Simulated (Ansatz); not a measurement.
## ZrC: computed DOS

```cif
data_structure
_symmetry_space_group_name_H-M 'F-43m'
_symmetry_Int_Tables_number 216
_cell_length_a 5.0904
_cell_length_b 5.0904
_cell_length_c 5.0904
_cell_angle_alpha 90.000
_cell_angle_beta 90.000
_cell_angle_gamma 90.000
_cell_volume 131.90
loop_
_atom_site_label
_atom_site_type_symbol
_atom_site_symmetry_multiplicity
_atom_site_Wyckoff_symbol
_atom_site_fract_x
_atom_site_fract_y
_atom_site_fract_z
_atom_site_occupancy
Zr1 Zr 4 a 0.00000 0.00000 0.00000 1
C1 C 4 d 0.25000 0.25000 0.75000 1
```

The runs use the primitive cell with vectors (0.000, 2.545, 2.545), (2.545, 0.000, 2.545), (2.545, 2.545, 0.000) Å, to which the k mesh refers.

The structure comes from a relaxation in the same program, started in the zincblende type, and has space group F-43m. Whether it is a known phase or the ground state wasn't checked.

Theory: Ansatz 0.2.0, DFT, PBE, all-electron LAPW, scalar-relativistic.

Settings: a Γ-centred 11×11×11 k mesh, Fermi–Dirac smearing of 0.03 eV, basis error target 1 meV/atom, no spin polarisation.

(1) Which of the resolved shells contributes most in the top eV of the valence band?

(2) Where is the centre of the filled Zr 4d states between -14 eV and the top of the filled states?

(3) Tabulate the density of states.

## Answers

(1) C 2p, with 68 % of all states there; Zr 4d follows with 27 %.

(2) -2.86 eV from the valence-band top.

(3) States per eV and cell, averaged over 0.6 eV, from -10.0 to 3.0 eV, with energies (bin centres) from the valence-band top; empty bins are left out. The partial columns, the largest 4 alone, are projections on Löwdin-orthogonalised atomic shells (those that the program's projection atoms carry: the occupied ones and, for some elements, an empty d or f shell; other empty shells have no column), summed over atoms of an element. Weights on diffuse s and p shells depend on that basis and aren't pure angular character.
```json
{"E (eV)": "-9.8", "total": "0.09", "Zr 4d": "0.00", "C 2p": "0.00", "C 2s": "0.04", "Zr 5s": "0.04"}
{"E (eV)": "-9.2", "total": "0.49", "Zr 4d": "0.04", "C 2p": "0.00", "C 2s": "0.27", "Zr 5s": "0.15"}
{"E (eV)": "-8.6", "total": "2.12", "Zr 4d": "0.45", "C 2p": "0.01", "C 2s": "1.37", "Zr 5s": "0.21"}
{"E (eV)": "-8.0", "total": "0.64", "Zr 4d": "0.16", "C 2p": "0.00", "C 2s": "0.44", "Zr 5s": "0.01"}
{"E (eV)": "-3.8", "total": "0.10", "Zr 4d": "0.05", "C 2p": "0.04", "C 2s": "0.00", "Zr 5s": "0.01"}
{"E (eV)": "-3.2", "total": "1.13", "Zr 4d": "0.48", "C 2p": "0.52", "C 2s": "0.01", "Zr 5s": "0.09"}
{"E (eV)": "-2.6", "total": "2.10", "Zr 4d": "0.76", "C 2p": "1.10", "C 2s": "0.03", "Zr 5s": "0.14"}
{"E (eV)": "-2.0", "total": "2.24", "Zr 4d": "1.02", "C 2p": "1.14", "C 2s": "0.01", "Zr 5s": "0.04"}
{"E (eV)": "-1.4", "total": "2.36", "Zr 4d": "0.93", "C 2p": "1.32", "C 2s": "0.00", "Zr 5s": "0.06"}
{"E (eV)": "-0.8", "total": "1.33", "Zr 4d": "0.41", "C 2p": "0.86", "C 2s": "0.00", "Zr 5s": "0.03"}
{"E (eV)": "-0.2", "total": "0.74", "Zr 4d": "0.16", "C 2p": "0.54", "C 2s": "0.00", "Zr 5s": "0.01"}
{"E (eV)": "0.4", "total": "0.32", "Zr 4d": "0.22", "C 2p": "0.04", "C 2s": "0.02", "Zr 5s": "0.00"}
{"E (eV)": "1.0", "total": "0.76", "Zr 4d": "0.55", "C 2p": "0.12", "C 2s": "0.02", "Zr 5s": "0.02"}
{"E (eV)": "1.6", "total": "0.77", "Zr 4d": "0.59", "C 2p": "0.11", "C 2s": "0.01", "Zr 5s": "0.02"}
{"E (eV)": "2.2", "total": "0.99", "Zr 4d": "0.85", "C 2p": "0.09", "C 2s": "0.01", "Zr 5s": "0.01"}
{"E (eV)": "2.8", "total": "0.94", "Zr 4d": "0.83", "C 2p": "0.08", "C 2s": "0.01", "Zr 5s": "0.01"}
```
